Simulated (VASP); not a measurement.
# GaSb in VASP: a series of runs, part 2 of 2

VASP 6.6.1.

### Step 5. Single point, PBE (28.80 Å³/atom)

This run uses another cell than the first one, of 28.80 Å³/atom.

INCAR reads:

```
  PREC = Accurate
  ENCUT = 520
  EDIFF = 1E-6
  ISMEAR = 0
  SIGMA = 0.15
  LREAL = False
  LASPH = True
  NELM = 100
  ALGO = Normal
  ISIF = 2
  LWAVE = False
  LCHARG = False
  GGA = PE
  NBANDS = 16
```

KPOINTS reads:

```
Automatic mesh
0
Gamma
  14 14 14
```

POSCAR reads:

```
GaSb
1.0
    0.0000000000      3.0651667734      3.0651667734
    3.0651667734      0.0000000000      3.0651667734
    3.0651667734      3.0651667734      0.0000000000
Ga Sb
1 1
Direct
    0.0000000000      0.0000000000      0.0000000000
    0.7500000000      0.7500000000      0.7500000000
```

Potentials or basis: VASP PAW PBE potentials, release 64 (Ga_d, Sb).

Run with:

```bash
$ cat potpaw_PBE.64/Ga_d/POTCAR potpaw_PBE.64/Sb/POTCAR > POTCAR
$ mpirun -np 1 vasp_std > vasp.out
```

OUTCAR:

```text
PREC = Accurate
   ENCUT = 520
   EDIFF = 1E-6
   ISMEAR = 0
   LREAL = False
   LASPH = True
   NELM = 100
   ISIF = 2
   GGA = PE

 ion  position               nearest neighbor table
   1  0.000  0.000  0.000-   2 2.65   2 2.65   2 2.65   2 2.65
   2  0.750  0.750  0.750-   1 2.65   1 2.65   1 2.65   1 2.65

  LATTYP: Found a face centered cubic cell.
 ALAT       =     6.1303335468

  Lattice vectors:

 A1 = (   0.0000000000,   3.0651667734,   3.0651667734)
 A2 = (   3.0651667734,   0.0000000000,   3.0651667734)
 A3 = (   3.0651667734,   3.0651667734,   0.0000000000)

Analysis of symmetry for initial positions (statically):
=====================================================================
 Subroutine PRICEL returns:
 Original cell was already a primitive cell.

 Routine SETGRP: Setting up the symmetry group for a
 face centered cubic supercell.

 Subroutine GETGRP returns: Found 24 space group operations
 (whereof 24 operations were pure point group operations)
 out of a pool of 48 trial point group operations.

The static configuration has the point symmetry T_d .

Analysis of symmetry for dynamics (positions and initial velocities):
[... 159 lines left out ...]
 E-fermi :   4.9326     XC(G=0):  -9.0635

 val. band max:        4.8071469517   @ k =   0.0000   0.0000   0.0000
 cond. band min:       5.1986051175   @ k =   0.5000   0.0000   0.0000
 fundamental gap:      0.3914581659
 Fermi energy:         4.9325793642

 k-point     1 :       0.0000    0.0000    0.0000
  band No.  band energies     occupation
      1     -10.2132      2.00000
      2     -10.2132      2.00000
      3     -10.2132      2.00000
      4     -10.1643      2.00000
      5     -10.1643      2.00000
      6      -6.6273      2.00000
[... 433 lines left out ...]
      3     -10.2039      2.00000
      4     -10.1675      2.00000
      5     -10.1631      2.00000
      6      -5.8912      2.00000
[... 8 lines left out ...]
     15      13.1549      0.00000
     16      13.5777      0.00000

 [... further k-points ...]

------------------------ aborting loop because EDIFF is reached ----------------------------------------

  FORCE on cell =-STRESS in cart. coord.  units (eV):
  Direction    XX          YY          ZZ          XY          YZ          ZX
  --------------------------------------------------------------------------------------
  -------------------------------------------------------------------------------------
  Total        0.7444895      0.7444895      0.7444895      0.0000000      0.0000000      0.0000000
  in kB       20.7098435     20.7098435     20.7098435      0.0000000      0.0000000      0.0000000
  external PRESSURE =      20.7098435 kB  Pullay stress =       0.0000000 kB

 VOLUME and BASIS-vectors are now :
 -----------------------------------------------------------------------------
  energy-cutoff  :      520.00
  volume of cell :       57.60
      direct lattice vectors                 reciprocal lattice vectors
     0.000000000  3.065166773  3.065166773    -0.163123261  0.163123261  0.163123261
     3.065166773  0.000000000  3.065166773     0.163123261 -0.163123261  0.163123261
     3.065166773  3.065166773  0.000000000     0.163123261  0.163123261 -0.163123261

 POSITION                                       TOTAL-FORCE (eV/Angst)
 -----------------------------------------------------------------------------------
      0.00000      0.00000      0.00000         0.000000     -0.000000      0.000000
      4.59775      4.59775      4.59775        -0.000000      0.000000     -0.000000
 -----------------------------------------------------------------------------------
    total drift:                               -0.000002     -0.000002     -0.000002

  FREE ENERGIE OF THE ION-ELECTRON SYSTEM (eV)
  ---------------------------------------------------
  free  energy   TOTEN  =        -7.3581632419 eV

  energy  without entropy=       -7.3579845152  energy(sigma->0) =       -7.35807388
```

OSZICAR:

```text
N       E                     dE             d eps       ncg     rms          rms(c)
DAV:   1     0.842297067580E+02    0.84230E+02   -0.85151E+03  3352   0.137E+03
DAV:   2    -0.730403868097E+00   -0.84960E+02   -0.81891E+02  3936   0.305E+02
DAV:   3    -0.729289424968E+01   -0.65625E+01   -0.65454E+01  4008   0.660E+01
DAV:   4    -0.740878184615E+01   -0.11589E+00   -0.11587E+00  4136   0.987E+00
DAV:   5    -0.741146152019E+01   -0.26797E-02   -0.26796E-02  4216   0.133E+00    0.315E+00
DAV:   6    -0.736930542128E+01    0.42156E-01   -0.61612E-02  4792   0.386E+00    0.189E+00
DAV:   7    -0.735668123323E+01    0.12624E-01   -0.37444E-02  3840   0.156E+00    0.340E-01
DAV:   8    -0.735763358862E+01   -0.95236E-03   -0.42781E-03  4392   0.746E-01    0.819E-02
DAV:   9    -0.735811365456E+01   -0.48007E-03   -0.66848E-04  3920   0.198E-01    0.331E-02
DAV:  10    -0.735814145342E+01   -0.27799E-04   -0.34953E-05  4440   0.375E-02    0.893E-03
DAV:  11    -0.735816257650E+01   -0.21123E-04   -0.29491E-05  3760   0.354E-02    0.629E-03
DAV:  12    -0.735816324185E+01   -0.66536E-06   -0.12860E-06  4240   0.859E-03
   1 F= -.73581632E+01 E0= -.73580739E+01  d E =-.178727E-03
```

stdout:

```text
POSCAR found type information on POSCAR GaSb
 POSCAR found :  2 types and       2 ions
 scaLAPACK will be used
 LDA part: xc-table for (Slater+PW92), standard interpolation
 POSCAR, INCAR and KPOINTS ok, starting setup
 FFT: planning ... GRIDC
 FFT: planning ... GRID_SOFT
 FFT: planning ... GRID
 WAVECAR not read
 entering main loop
```

Run time: 71 s. Hardware: 1 thread of Intel Xeon 8259CL, shared host; peak memory 0.25 GiB.

Results:

```
Free energy            : -7.3582 eV
Pressure               : 2.1 GPa
Band gap on the k mesh : zero (filled and empty bands touch)
```

Caveat: semilocal functionals underestimate gaps, so a narrow gap can read as zero; spin-orbit coupling is left out, which moves the levels of the heavy elements.

### Step 6. Single point, PBE

This run uses another cell than the first one, of 30.00 Å³/atom.

INCAR reads:

```
SYSTEM = GaSb
PREC = Accurate
ENCUT = 520
EDIFF = 1E-7
ISMEAR = 0
SIGMA = 0.15
LREAL = .False.
LASPH = .True.
NELM = 100
ALGO = Normal
ISIF = 2
LWAVE = .False.
LCHARG = .False.
GGA = PE
NBANDS = 16
```

KPOINTS reads:

```
regular mesh
0
Gamma
  14 14 14
  0 0 0
```

POSCAR reads:

```
GaSb
1.0
    0.0000000000      3.1071576541      3.1071576541
    3.1071576541      0.0000000000      3.1071576541
    3.1071576541      3.1071576541      0.0000000000
Ga Sb
1 1
Direct
    0.0000000000      0.0000000000      0.0000000000
    0.7500000000      0.7500000000      0.7500000000
```

Potentials or basis: VASP PAW PBE potentials, release 64 (Ga_d, Sb).

Run with:

```bash
$ cat potpaw_PBE.64/Ga_d/POTCAR potpaw_PBE.64/Sb/POTCAR > POTCAR
$ mpirun -np 1 vasp_std > vasp.out
```

It took 2.1 min on 1 thread of Intel Xeon 8259CL, shared host; peak memory 0.27 GiB.

The run converged. Its results:

```
Free energy            : -7.3736 eV
Pressure               : 0.1 GPa
Band gap on the k mesh : zero (filled and empty bands touch)
```

Levels at points of the mesh, in eV from the Fermi level:
```tsv
k point	band 6	band 7	band 8	band 9	band 10	band 11	band 12	band 13
(0.00, 0.00, 0.00)	-11.28	-0.41	-0.11	-0.11	-0.11	2.67	2.67	2.67
(0.50, 0.00, 0.00)	-9.77	-6.26	-1.20	-1.20	0.20	3.63	3.63	6.38
(0.50, 0.50, 0.00)	-9.01	-6.72	-2.53	-2.53	0.84	1.22	8.26	8.26
```

Caveat: semilocal functionals underestimate gaps, so a narrow gap can read as zero; spin-orbit coupling is left out, which moves the levels of the heavy elements.

### Step 7. Overview

```csv
cell,gap on the mesh (eV),pressure (GPa)
"a = 4.544, b = 4.604 Å, angles 59.6, 60.9, 59.6°, 2 atoms",0.11,-3.8
"a = 4.211 Å, angles 60.0°, 2 atoms",0.58,7.9
"a = 4.274 Å, angles 60.0°, 2 atoms",0.30,4.6
"a = 4.335 Å, angles 60.0°, 2 atoms",none,2.1
"a = 4.394 Å, angles 60.0°, 2 atoms",none,0.1
```

Alike in all rows: task single point; level PBE; potentials or basis VASP PAW PBE potentials, release 64 (Ga_d, Sb); no spin polarisation; k mesh 14 × 14 × 14; cutoff (eV) 520; smearing gaussian 0.15 eV.

Caveats: spin-orbit coupling is left out, which moves the levels of the heavy elements; the cell stands under pressure (at least some runs); semilocal functionals underestimate gaps, so a narrow gap can read as zero (at least some runs); the cell stands under tension (at least some runs).

Absolute energies hang on the potentials; compare differences alone.

### Step 8. How close it comes

Step 6. Measured gap of GaSb: 0.811 eV (direct; 4.2 K; a printed reference work, data compilation). This calculation gives 0.00 eV (-0.81 eV). Spin-orbit coupling on Ga, Sb is left out. The value is that of PBE on a finite k mesh, which can miss the band edges, without temperature or zero-point motion. Semilocal functionals fall short of measured gaps as a rule.
